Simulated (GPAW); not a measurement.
# MoS2 in GPAW: band structure with r2SCAN

Aim: the band structure of MoS2 with r2SCAN.

Program: GPAW 26.7.0. These are calculated values, not measurements. Logs are shortened: lines on timing, memory, paths and dates and some standing lists are left out, and cuts for length are marked. The log counts tension as positive stress, the text compression.

## (1) The slab as given

The cell holds a slab with vacuum, 6 atoms: a = 3.185 Å, b = 3.185 Å, c = 21.671 Å, α = 90.00°, β = 90.00°, γ = 120.00°.

## (2) Band structure, r2SCAN

Input file run.py:

```python
from ase import Atoms
from ase.dft.bandgap import bandgap
from ase.io import write
from ase.units import GPa
from ase.parallel import parprint
from gpaw import GPAW, PW

atoms = Atoms(['Mo', 'Mo', 'S', 'S', 'S', 'S'],
              cell=[[3.184541456, 0.0, 0.0],
                    [-1.592270728, 2.7578938003, 0.0],
                    [0.0, 0.0, 21.67053472]],
              scaled_positions=[[0.3333333333, 0.6666666667, 0.85116023],
                                [0.6666666667, 0.3333333333, 0.14883977],
                                [0.6666666667, 0.3333333333, 0.77962539],
                                [0.3333333333, 0.6666666667, 0.077251],
                                [0.6666666667, 0.3333333333, 0.922749],
                                [0.3333333333, 0.6666666667, 0.22037461]],
              pbc=True)

calc = GPAW(mode=PW(600),
            xc='MGGA_X_R2SCAN+MGGA_C_R2SCAN',
            kpts={'size': (6, 6, 1), 'gamma': True},
            occupations={'name': 'fermi-dirac', 'width': 0.05},
            nbands=46,
            convergence={'density': 1e-05, 'energy': 1e-05},
            maxiter=150,
            txt='gpaw.txt')
atoms.calc = calc
energy = atoms.get_potential_energy()
forces = atoms.get_forces()
stress = atoms.get_stress()
calc.write('gs.gpw')
write('result.traj', atoms)
parprint(f'Energy: {energy:.6f} eV')
parprint('Forces (eV/A):')
parprint(forces.round(4))
parprint('Stress (GPa):', (stress / GPa).round(3))
parprint('Fermi level:', round(calc.get_fermi_level(), 4), 'eV')
parprint(f'Gap: {bandgap(calc)[0]:.4f} eV, direct: {bandgap(calc, direct=True)[0]:.4f} eV')

path = atoms.cell.bandpath('GMKGALHA,LM,KH', npoints=100, eps=1e-4)
bs_calc = calc.fixed_density(kpts=path, symmetry='off', nbands=78,
                             convergence={'bands': 'CBM+6.0', 'eigenstates': 1e-6}, txt='bands.txt')
bs = bs_calc.band_structure()
bs.write('bs.json')
parprint(f'Gap on the path: {bandgap(bs_calc)[0]:.4f} eV')
```

Potentials or basis: GPAW PAW data sets (gpaw-data 1.2.1), pw.

Started as:

```console
> OMP_NUM_THREADS=1 mpirun -n 4 gpaw python run.py
```

gpaw.txt:

```text
__  _  _
 | _ |_)|_||  |
 |__||  | ||/\| - 26.7.0

Input parameters:
  mode=PW(ecut=600.0),
  convergence={'density': 1e-05, 'energy': 1e-05},
  kpts=MonkhorstPack(size=(6, 6, 1), gamma=True),
  maxiter=150,
  nbands=46,
  occupations=Occupations(name='fermi-dirac', width=0.05),
  xc=XC(name='MGGA_X_R2SCAN+MGGA_C_R2SCAN')

Diagonalizing LCAO Hamiltonian
Converting LCAO to pw mode

           S

        Mo

           S

        S

           Mo

        S

Atoms  # Å, Bohr magnetons
|   | symbol |         x |        y |         z |    initial magnetic moments |
|---|--------|-----------|----------|-----------|-----------------------------|
| 0 |     Mo | -0.000000 | 1.838596 | 18.445097 | ( 0.0000,  0.0000,  0.0000) |
| 1 |     Mo |  1.592271 | 0.919298 |  3.225437 | ( 0.0000,  0.0000,  0.0000) |
| 2 |      S |  1.592271 | 0.919298 | 16.894899 | ( 0.0000,  0.0000,  0.0000) |
| 3 |      S | -0.000000 | 1.838596 |  1.674070 | ( 0.0000,  0.0000,  0.0000) |
| 4 |      S |  1.592271 | 0.919298 | 19.996464 | ( 0.0000,  0.0000,  0.0000) |
| 5 |      S | -0.000000 | 1.838596 |  4.775636 | ( 0.0000,  0.0000,  0.0000) |

Unit cell  # Å
| periodic |         x |        y |         z |   lengths |     angles |
|----------|-----------|----------|-----------|-----------|------------|
|      yes |  3.184541 | 0.000000 |  0.000000 |  3.184541 |  90.000000 |
|      yes | -1.592271 | 2.757894 |  0.000000 |  3.184541 |  90.000000 |
|      yes |  0.000000 | 0.000000 | 21.670535 | 21.670535 | 120.000000 |

Number of symmetries: 12
Symmetry operations  # r_c * U_cc + t_c -> r_c
|    | kind |            matrix            |
|----|------|------------------------------|
|  0 |  σ   |  1, 1, 0,  0,-1, 0,  0, 0, 1 |
|  1 |  S6  |  1, 1, 0, -1, 0, 0,  0, 0,-1 |
|  2 |  E   |  1, 0, 0,  0, 1, 0,  0, 0, 1 |
|  3 |  C2  |  1, 0, 0, -1,-1, 0,  0, 0,-1 |
|  4 |  C2  |  0, 1, 0,  1, 0, 0,  0, 0,-1 |
|  5 |  C3  |  0, 1, 0, -1,-1, 0,  0, 0, 1 |
|  6 |  S6  |  0,-1, 0,  1, 1, 0,  0, 0,-1 |
|  7 |  σ   |  0,-1, 0, -1, 0, 0,  0, 0, 1 |
|  8 |  σ   | -1, 0, 0,  1, 1, 0,  0, 0, 1 |
|  9 |  i   | -1, 0, 0,  0,-1, 0,  0, 0,-1 |
| 10 |  C3  | -1,-1, 0,  1, 0, 0,  0, 0, 1 |
| 11 |  C2  | -1,-1, 0,  0, 1, 0,  0, 0,-1 |

BZ-sampling:
  Number of BZ points: 36
  Number of IBZ points: 7

  Monkhorst-Pack size: [6, 6, 1]
  Monkhorst-Pack shift: [0.08333333333333333, 0.08333333333333333, 0.0]

K-points  # in reciprocal-cell coordinates
|   |                                coordinates |     weight |
|---|--------------------------------------------|------------|
| 0 | (  0.00000000,   0.00000000,   0.00000000) | 0.02777778 |
| 1 | (  0.16666667,   0.00000000,   0.00000000) | 0.16666667 |
| 2 | (  0.33333333,  -0.16666667,   0.00000000) | 0.16666667 |
| 3 | (  0.33333333,   0.00000000,   0.00000000) | 0.16666667 |
| 4 | (  0.33333333,   0.33333333,   0.00000000) | 0.05555556 |
| 5 | (  0.50000000,   0.33333333,   0.00000000) | 0.33333333 |
| 6 | (  0.50000000,   0.50000000,   0.00000000) | 0.08333333 |

Plane wave coefficients: 6389
Cutoff: 600.0 eV

Spin-components: 1 (collinear spins)
Bands:           46
Projectors:      32
Spin-degeneracy: 2
Datatype:        complex128

Parallelization:
  kpt:    4
  domain: 1
  band:   1

Density:
  Valence electrons: 52.0
  Components: 1
  Grid points: [ 18  18 125]
  Charge: 0.0  # |e|

Potential:
  Grid points: [ 18  18 125]

species:
  Mo:
    name:    Molybdenum
    Z:       42.0
    valence: 14
    core:    28
    charge:  0.0  # [|e|]
    compensation charges:
      type: gauss
      rc: 0.38  # [Å]
      lmax: 2
    cutoffs:
      filter: 2.16  # [Å]
      core: 1.42  # [Å]
    projectors
    | kind |    occ | energy [eV] | rcut [Å] |
    |------|--------|-------------|----------|
    |   4s |  2.000 |     -64.307 |    1.238 |
    |   5s |  1.000 |      -4.084 |    1.238 |
    |   4p |  6.000 |     -38.491 |    1.296 |
    |   5p |  0.000 |      -1.044 |    1.296 |
    |   4d |  5.000 |      -3.754 |    1.296 |
    |    d |        |      23.458 |    1.296 |

    Using partial waves for Mo as LCAO basis

  S:
    name:    Sulfur
    Z:       16.0
    valence: 6
    core:    10
    charge:  0.0  # [|e|]
    compensation charges:
      type: gauss
      rc: 0.24  # [Å]
      lmax: 2
    cutoffs:
      filter: 1.77  # [Å]
      core: 1.66  # [Å]
    projectors
    | kind |    occ | energy [eV] | rcut [Å] |
    |------|--------|-------------|----------|
    |   3s |  2.000 |     -17.254 |    0.974 |
    |   3p |  4.000 |      -7.008 |    0.979 |
    |    s |        |       9.957 |    0.974 |
    |    p |        |      20.203 |    0.979 |
    |    d |        |       0.000 |    0.900 |

    Using partial waves for S as LCAO basis

Reference energy: -263698.624853  # eV

eigensolver:
  PPCG
  Converge bands: occupied
  niter=2

density mixing:
  MSR1-Mixer
  Pratt-step length: 0.05
  Maximum mixing coefficient: 0.75
  Old densities: 10
  SVD Regularization: 0.005
  Good broyden scale: 1.0
  Trust region scale: 1.0
  Backstep threshold: 4.0
  History deletion threshold: 6.0
  Fourier metric: weight=20.0, sigma=0.015

occupation numbers:
  Fermi-Dirac:
    width: 0.0500  # eV

poisson solver:
  ecut: 4800.0  # eV

xc functional:
  name: MGGA_X_R2SCAN+MGGA_C_R2SCAN with 2 nearest neighbor stencil

convergence criteria:
- Maximum integral of absolute [dens]ity change: 1e-05 electrons / valence electron
- Maximum [total energy] change in last 3 cyles: 1e-05 eV / valence electron
- Maximum integral of absolute [eigenst]ate change: 4e-08 eV^2 / valence electron
maximum number of iterations: 150

SCF iterations
|iter     | |      energy | eigst |  dens |
|---------|-|-------------|-------|-------|
|iter:   1| | -101.041657 | +0.57 |       |
|iter:   2| |  -85.036214 | -0.85 | -0.99 |
|iter:   3| |  -83.007977 | -0.87 | -1.04 |
|iter:   4| |  -83.099170 | -1.96 | -1.51 |
|iter:   5| |  -83.404591 | -2.06 | -1.72 |
|iter:   6| |  -83.109643 | -2.29 | -1.65 |
|iter:   7| |  -83.114887 | -3.10 | -2.29 |
|iter:   8| |  -83.114702 | -4.28 | -2.79 |
|iter:   9| |  -83.114722c| -5.33 | -3.44 |
|iter:  10| |  -83.114724c| -6.21 | -4.05 |
|iter:  11| |  -83.114725c| -7.02 | -4.45 |
|iter:  12| |  -83.114725c| -7.77c| -5.08c|

Converged in 12 steps
Energy contributions relative to reference atoms: (reference = -263698.624853)

Energy contributions:
  Kinetic:         -27.323319
  Coulomb:          14.069836
  Zero:             -0.779788
  External:          0.000000
  Xc:              -69.081453
  Entropy:          -0.000000
  Spinorbit:         0.000000
  ----------------------------
  Free energy:     -83.114725
  Extrapolated:    -83.114725

dipole moment: (0.000001, 0.000002, 0.000012)  # |e|*Ang

Fermi level: 2.469
Eigenvalues  # (at kpt = [0.000, 0.000, 0.000])
| band index |      eig [eV] | occ [0-2] |
|------------|---------------|-----------|
|          0 |       -61.444 |     2.000 |
|        ... |               |           |
|         18 |        -0.803 |     2.000 |
|         19 |        -0.210 |     2.000 |
|         20 |        -0.210 |     2.000 |
|         21 |        -0.198 |     2.000 |
|         22 |        -0.198 |     2.000 |
|         23 |         0.016 |     2.000 |
|         24 |         1.355 |     2.000 |
|         25 |         1.845 |     2.000 |
|         26 |         4.379 |     0.000 |
|         27 |         4.379 |     0.000 |
|         28 |         4.388 |     0.000 |
|         29 |         4.388 |     0.000 |
|         30 |         4.623 |     0.000 |
|         31 |         4.623 |     0.000 |
|         32 |         4.667 |     0.000 |
|         33 |         4.668 |     0.000 |
|        ... |               |           |
|         45 |        12.846 |     0.000 |

Gap: 1.317 eV
Transition (v -> c):
  (s=0, k=0, n=25, [0.00, 0.00, 0.00]) -> (s=0, k=4, n=26, [0.33, 0.33, 0.00])
Direct/indirect transitions are different
Direct gap: 1.730 eV
Transition at: (s=0, k=4, n=25, [0.33, 0.33, 0.00])

Forces  # eV/Ang
|        x |        y |        z |
|----------|----------|----------|
|  0.00000 |  0.00000 |  0.00470 |  # Mo   0
| -0.00000 |  0.00000 | -0.00470 |  # Mo   1
| -0.00000 | -0.00000 | -0.04591 |  # S    2
|  0.00000 |  0.00000 | -0.03423 |  # S    3
| -0.00000 | -0.00000 |  0.03423 |  # S    4
|  0.00000 |  0.00000 |  0.04591 |  # S    5

Stress tensor  # eV/Ang^3
|         x |         y |         z |
|-----------|-----------|-----------|
| -0.000470 |  0.000000 |  0.000000 |
|  0.000000 | -0.000470 |  0.000000 |
|  0.000000 |  0.000000 | -0.001142 |

# Writing to gs.gpw (mode='')
```

stdout:

```text
Energy: -83.114725 eV
Forces (eV/A):
[[ 0.      0.      0.0047]
 [-0.      0.     -0.0047]
 [-0.     -0.     -0.0459]
 [ 0.      0.     -0.0342]
 [-0.     -0.      0.0342]
 [ 0.      0.      0.0459]]
Stress (GPa): [-0.075 -0.075 -0.183  0.     0.     0.   ]
Fermi level: 2.4689 eV
Gap: 1.3174 eV, direct: 1.7296 eV
Gap on the path: 1.3174 eV
```

Run time: 7.4 min. Hardware: 4 MPI ranks of Intel Xeon Platinum 8259CL at 2.50GHz (Skylake/Cascade Lake), shared host; peak memory 0.66 GiB.

What came out:

```
Free energy             : -83.1147 eV
Largest force           : 0.046 eV/Å
Band gap on the k mesh  : 1.32 eV, indirect (least direct gap 1.73 eV)
Band gap along the path : 1.32 eV, indirect (least direct gap 1.73 eV)
```

Forces on the atoms (eV/Å):
```
Mo   0.000  0.000  0.005
Mo   0.000  0.000 -0.005
S    0.000  0.000 -0.046
S    0.000  0.000 -0.034
S    0.000  0.000  0.034
S    0.000  0.000  0.046
```

Levels at the corners of the path, in eV from the valence-band top:
| point | band 22 | band 23 | band 24 | band 25 | band 26 | band 27 | band 28 | band 29 | band 30 | band 31 |
| --- | --- | --- | --- | --- | --- | --- | --- | --- | --- | --- |
| Γ | -2.04 | -2.04 | -1.83 | -0.49 | 0.00 | 2.53 | 2.53 | 2.54 | 2.54 | 2.78 |
| M | -2.33 | -1.55 | -1.50 | -1.05 | -1.02 | 1.93 | 1.95 | 2.43 | 2.51 | 3.63 |
| K | -3.40 | -2.63 | -2.63 | -0.46 | -0.41 | 1.32 | 1.32 | 2.71 | 3.07 | 3.33 |
| Γ | -2.04 | -2.04 | -1.83 | -0.49 | 0.00 | 2.53 | 2.53 | 2.54 | 2.54 | 2.78 |
| A | -2.04 | -2.04 | -1.83 | -0.49 | 0.00 | 2.53 | 2.53 | 2.54 | 2.54 | 2.78 |
| L | -2.33 | -1.55 | -1.50 | -1.05 | -1.02 | 1.93 | 1.95 | 2.43 | 2.51 | 3.63 |
| H | -3.40 | -2.63 | -2.63 | -0.46 | -0.41 | 1.32 | 1.32 | 2.71 | 3.07 | 3.33 |
| A | -2.04 | -2.04 | -1.83 | -0.49 | 0.00 | 2.53 | 2.53 | 2.54 | 2.54 | 2.78 |
| L | -2.33 | -1.55 | -1.50 | -1.05 | -1.02 | 1.93 | 1.95 | 2.43 | 2.51 | 3.63 |
| M | -2.33 | -1.55 | -1.50 | -1.05 | -1.02 | 1.93 | 1.95 | 2.43 | 2.51 | 3.63 |
| K | -3.40 | -2.63 | -2.63 | -0.46 | -0.41 | 1.32 | 1.32 | 2.71 | 3.07 | 3.33 |
| H | -3.40 | -2.63 | -2.63 | -0.46 | -0.41 | 1.32 | 1.32 | 2.71 | 3.07 | 3.33 |

Caveat: the PAW data sets were made with another functional, which shifts forces and pressure a little.
